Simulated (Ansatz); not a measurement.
## Two-dimensional strain map in Co

All numbers below come from DFT PBEsol, scalar-relativistic, plane waves, PAW (Ansatz). Cutoff 420 eV, Γ-centred 24×24×12 k-points, Gaussian smearing of 0.15 eV. Collinear spins, started from moments 1.9, 1.9 μB in atom order; the magnetic state may not be the lowest. Energies are free energies at this smearing, counted from the undisturbed cell; pressure is positive in compression.

The starting cell (as given, not relaxed at this level; it stands at -16.2 GPa):

```
Co
1.0
     2.51900    0.00000    0.00000
    -1.25950    2.18152    0.00000
     0.00000    0.00000    4.09100
Co
2
Direct
  0.33333 0.66667 0.25000
  0.66667 0.33333 0.75000
```

The cell is strained by p along both x and y and by q along z, fractional coordinates fixed. Points are written (p, q). At -16 GPa the given cell is far from its own equilibrium, so these figures belong to a strongly strained crystal.

Energy above the undisturbed cell in meV/atom (a dash: not computed):

| p \ q | -0.080 | -0.040 | 0.000 | 0.040 | 0.080 |
| --- | --- | --- | --- | --- | --- |
| -0.080 | 218.0 | 120.1 | 88.8 | 105.8 | 156.5 |
| -0.040 | 25.9 | – | -32.0 | – | ? |
| 0.000 | -3.5 | – | 0.0 | – | ? |
| 0.080 | ? | – | 323.7 | – | 530.2 |

Fill in the withheld energies.

(-0.040, 0.080): 82.9; (0.000, 0.080): 151.8; (0.080, -0.080): 217.8.